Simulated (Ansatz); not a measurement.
# ZnS: the cost of one run

Method: DFT PBEsol, scalar-relativistic, in Ansatz 0.2.0.

### Step 1. The structure to begin with

It takes space group F-43m (No. 216, cubic). The conventional cell has a = 5.409 Å, b = 5.409 Å, c = 5.409 Å, α = 90.00°, β = 90.00°, γ = 90.00°. Zn (site symmetry -43m) has 4 S at 2.34 Å as nearest neighbours. S (site symmetry -43m) has 4 Zn at 2.34 Å as nearest neighbours.

As a file:

```
Zn S
1.0
     0.00000    2.70465    2.70465
     2.70465    0.00000    2.70465
     2.70465    2.70465    0.00000
Zn S
1 1
Direct
  0.00000 0.00000 0.00000
  0.75000 0.75000 0.75000
```

Atoms are numbered in the order of the input: Zn1, S2.

### Step 2. After the deformation

Space group F-43m before, I-4m2 after.

### Step 3. Full-potential LAPW

input.yaml

```yaml
crystal:
  lattice:
    - [0.0, 2.70465, 2.758743]
    - [2.70465, 0.0, 2.758743]
    - [2.70465, 2.70465, 0.0]
  atoms:
    - { symbol: Zn, position: [0.0, 0.0, 0.0] }
    - { symbol: S, position: [0.75, 0.75, 0.75] }
kpoints:
  mp_grid: { grid: [8, 8, 8] }
  band_path:
    path:
      - [0.0, 0.0, 0.0]
      - [0.5, 0.0, 0.5]
      - [0.75, 0.25, 0.5]
      - [0.5, 0.5, 0.5]
      - [0.0, 0.0, 0.0]
      - [0.5, 0.5, 0.0]
      - [0.6298539023, 0.6298539023, 0.2597078047]
      - [0.3701460977, 0.3701460977, 0.7402921953]
      - [0.0, 0.0, 0.0]
    npoints: 5
scf:
  occupations: { method: fermi_dirac, width: 0.01 }
hamiltonian:
  xc: pbesol
  pseudopotentials: { kind: all_electron, lapw: { basis_error: 0.00025 } }
output:
  forces: true
  stress: true
  eigenvalues: true
```

The run is started by

```bash
> ansatz run input.yaml --threads 1 --pin off --max-ram 3072MiB --backend cpu --events-out ev --progress --plain --runs-dir out
```

What time and memory should one allow on 1 thread of Arm Neoverse V2, shared host?

About 25 s, with a peak of 0.36 GiB.
